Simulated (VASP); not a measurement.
Set up this calculation in VASP 6.6.1, as the native input.

- Task: single point
- Functional: PBE
- Dispersion: D4
- Potentials or basis: VASP PAW PBE potentials, release 64 (S, Mo_sv)
- Cutoff: 520 eV
- k mesh: 12 × 12 × 1
- Occupations: gaussian, width 0.01 eV
- Spin: no spin polarisation
- Dipole correction: no
- Further INCAR settings: ALGO = Fast; EDIFF = 1e-06; NBANDS = 35

The structure of MoS2 lies in POSCAR:

```
MoS2
1.0
    3.1540796855      0.0000000000      0.0000000000
   -1.5770398428      2.7315131332      0.0000000000
    0.0000000000      0.0000000000     24.3200000000
S Mo
4 2
Direct
    0.3333333333      0.6666666667      0.3104128874
    0.3333333333      0.6666666667      0.4391224132
    0.6666666667      0.3333333333      0.5608775868
    0.6666666667      0.3333333333      0.6895871126
    0.6666666667      0.3333333333      0.3747905936
    0.3333333333      0.6666666667      0.6252094064
```

The cell was built by a generator and needn't be a form met in nature.

One way to write it, as run:

INCAR

```
PREC = Accurate
ENCUT = 520
EDIFF = 1E-6
ISMEAR = 0
SIGMA = 0.01
LREAL = False
LASPH = True
NELM = 100
ALGO = Fast
ISIF = 2
LWAVE = False
LCHARG = False
GGA = PE
IVDW = 13
NBANDS = 35
```

KPOINTS

```
Automatic mesh
0
Gamma
  12 12 1
```

Potentials or basis: VASP PAW PBE potentials, release 64 (S, Mo_sv).

Launch:

```console
$ cat potpaw_PBE.64/S/POTCAR potpaw_PBE.64/Mo_sv/POTCAR > POTCAR
$ mpirun -np 1 vasp_std > vasp.out
```

Results of the run:

* Largest force: 0.024 eV/Å
* Band gap on the k mesh: 1.25 eV, indirect (least direct gap 1.74 eV)
* Dispersion energy per atom: -0.384 eV

Wall time 2 min on 1 thread of Intel(R) Xeon(R) 6975P-C (Granite Rapids), with other jobs on the host, peak memory 0.38 GiB.
